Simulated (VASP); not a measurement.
Input of a VASP 6.6.1 run:

The input INCAR:

```
PREC = Accurate ; ENCUT = 520
EDIFF = 1E-7 ; ISMEAR = 0
SIGMA = 0.01 ; LREAL = False
LASPH = True ; NELM = 100
ALGO = Normal ; ISIF = 2
LWAVE = False ; LCHARG = False
GGA = PS ; NBANDS = 22
```

The input KPOINTS:

```
Automatic mesh
0
Gamma
  3 3 2
  0.5 0.5 0.5
```

File POSCAR:

```
NaI
1.0
    4.6222090000      0.0000000000      0.0000000000
    0.0000000000      4.2697020000      0.0000000000
    0.0000000000      0.0000000000      7.7983840000
Na I
2 2
Direct
    0.2500000000      0.5000000000      0.2750310000
    0.7500000000      0.5000000000      0.7249690000
    0.2500000000      0.0000000000      0.7424270000
    0.7500000000      0.0000000000      0.2575730000
```

Potentials or basis: VASP PAW PBE potentials, release 64 (Na_pv, I).

Launch:

```console
$ cat potpaw_PBE.64/Na_pv/POTCAR potpaw_PBE.64/I/POTCAR > POTCAR
$ mpirun -np 1 vasp_std > vasp.out
```

(1) What does it give for the band gap on the k mesh?

(2) What does it give for the largest force?

(3) What does it give for the pressure?

## Answers

(1) 4.05 eV, indirect (least direct gap 4.32 eV).

(2) 0.026 eV/Å.

(3) -0.7 GPa.

Caveat: the PAW data sets were made with another functional, which shifts forces and pressure a little; spin-orbit coupling is left out, which moves the levels of the heavy elements.
